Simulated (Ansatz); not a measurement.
The system is BN.

```
N B
1.0
     0.00000    1.81300    1.81300
     1.81300    0.00000    1.81300
     1.81300    1.81300    0.00000
N B
1 1
Cartesian
  0.9065 0.9065 0.9065
  0.0000 0.0000 0.0000
```

The cell is a database's computed one.

| Property | Result |
| --- | --- |
| Program | Ansatz 0.2.0 |
| Task | single point |
| Functional | PBE |
| Potentials or basis | Ansatz PAW |
| Cutoff | 420 eV (not typed: the program's choice for these potentials) |
| k mesh | 13 × 13 × 13 |
| Occupations | fermi-dirac, width 0.05 eV |
| Spin | no spin polarisation |

On this cell: pressure -0.4 GPa; largest force zero by symmetry; band gap on the k mesh 4.54 eV, indirect (least direct gap 8.79 eV).

The same run follows on a disturbed copy (atoms moved at random, drawn with an rms of 0.05 Å):

```
CELL_PARAMETERS angstrom
0.00000 1.81300 1.81300
1.81300 0.00000 1.81300
1.81300 1.81300 0.00000
ATOMIC_POSITIONS crystal
N 0.26768 0.26067 0.22873
B 0.97937 0.02168 0.00165
```

Q: What does the disturbed cell give?

A: The energy moves by +45.3 meV/atom; pressure 1.8 GPa; largest force 2.272 eV/Å; band gap on the k mesh 3.90 eV, indirect (least direct gap 7.80 eV).

Forces on the atoms (eV/Å):
```
N    1.576 -0.951 -1.332
B   -1.576  0.951  1.332
```

Stress tensor (GPa, compression positive):
```
 1.66 -2.01 -2.44
-2.01  2.04  2.02
-2.44  2.02  1.82
```

Caveats: odd divisions of the mesh miss points on the zone boundary, where band edges often lie, so the gap on the mesh can be too wide.

A k mesh can miss the band edges.
